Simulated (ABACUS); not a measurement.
# Sc in ABACUS: the effect of functional

Sc:

```
Sc
1.0
     3.24145    0.00000    0.00000
    -1.62073    2.80718    0.00000
     0.00000    0.00000    5.16565
Sc
2
Direct
  0.66667 0.33333 0.75000
  0.33333 0.66667 0.25000
```

The cell isn't the ideal one: volume scaled by 0.94.

Alike in all runs:

* Program: ABACUS 3.10.1
* Task: equation of state
* Potentials or basis: SG15 ONCV 1.2 PBE
* Cutoff: 1075 eV
* Density cutoff: 4299 eV
* Basis: plane waves
* k mesh: 6 × 6 × 4
* Occupations: fermi-dirac, width 0.05 eV
* Spin: no spin polarisation

| functional | pressure (GPa) |
| --- | --- |
| LDA | ? |
| PBE | 2.8 |
| PBEsol | 0.6 |
| RPBE | 5.1 |
| revPBE | 4.5 |
| TPSS | 2.7 |
| r2SCAN | 3.7 |

**Question.** What does the run with functional LDA give?

**Answer.** Pressure -2.1 GPa.

Caveats: all runs use coarse meshes; the potentials were made for another functional, which shifts forces and pressure (some runs).
